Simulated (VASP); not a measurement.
**C: relaxation of the atoms with PBEsol**

Slab: C, a slab with vacuum.

```
CELL_PARAMETERS angstrom
7.39800 0.00000 0.00000
-3.69900 6.40686 0.00000
0.00000 0.00000 13.00000
ATOMIC_POSITIONS crystal
C 0.00000 0.00000 0.07692
C 0.22222 0.11111 0.07692
C 0.00000 0.33333 0.07692
C 0.22222 0.44444 0.07692
C 0.00000 0.66667 0.07692
C 0.22222 0.77778 0.07692
C 0.33333 0.00000 0.07692
C 0.55556 0.11111 0.07692
C 0.33333 0.33333 0.07692
C 0.55556 0.44444 0.07692
C 0.33333 0.66667 0.07692
C 0.55556 0.77778 0.07692
C 0.66667 0.00000 0.07692
C 0.88889 0.11111 0.07692
C 0.66667 0.33333 0.07692
C 0.88889 0.44444 0.07692
C 0.66667 0.66667 0.07692
C 0.88889 0.77778 0.07692
```

The cell was built by a generator and needn't be a form met in nature.

* Program: VASP 6.6.1
* Task: relaxation of the atoms
* Functional: PBEsol
* Potentials or basis: VASP PAW PBE potentials, release 64 (C)
* Cutoff: 520 eV
* k mesh: 2 × 2 × 1
* Occupations: fermi-dirac, width 0.05 eV
* Spin: no spin polarisation
* Dipole correction: no
* Further INCAR settings: LREAL = Auto; ALGO = Normal; EDIFF = 1e-06; IBRION = 2; EDIFFG = -0.08; NSW = 45

```yaml
Band_gap_on_the_k_mesh: none (metal or under the smearing width)
```

Final structure:
```
CELL_PARAMETERS angstrom
7.39800 0.00000 0.00000
-3.69900 6.40686 0.00000
0.00000 0.00000 13.00000
ATOMIC_POSITIONS crystal
C 0.00000 0.00000 0.07692
C 0.22222 0.11111 0.07692
C 0.00000 0.33333 0.07692
C 0.22222 0.44444 0.07692
C 0.00000 0.66667 0.07692
C 0.22222 0.77778 0.07692
C 0.33333 0.00000 0.07692
C 0.55556 0.11111 0.07692
C 0.33333 0.33333 0.07692
C 0.55556 0.44444 0.07692
C 0.33333 0.66667 0.07692
C 0.55556 0.77778 0.07692
C 0.66667 0.00000 0.07692
C 0.88889 0.11111 0.07692
C 0.66667 0.33333 0.07692
C 0.88889 0.44444 0.07692
C 0.66667 0.66667 0.07692
C 0.88889 0.77778 0.07692
```

Levels at points of the mesh, in eV from the Fermi level:
```csv
k point,band 35,band 36,band 37,band 38,band 39,band 40
"(0.00, 0.00, 0.00)",0.00,0.00,0.00,0.00,3.37,4.42
"(0.50, 0.00, 0.00)",-2.66,-2.36,1.65,2.51,2.51,2.51
```

Run time: 120 s on 1 thread of Intel(R) Xeon(R) Platinum 8488C (Sapphire Rapids) (shared host), peak memory 0.58 GiB.

Caveat: the k mesh is coarse (spacing up to 0.49 Å⁻¹), so the values aren't converged; the relaxation stopped at its first step, so nothing moved.
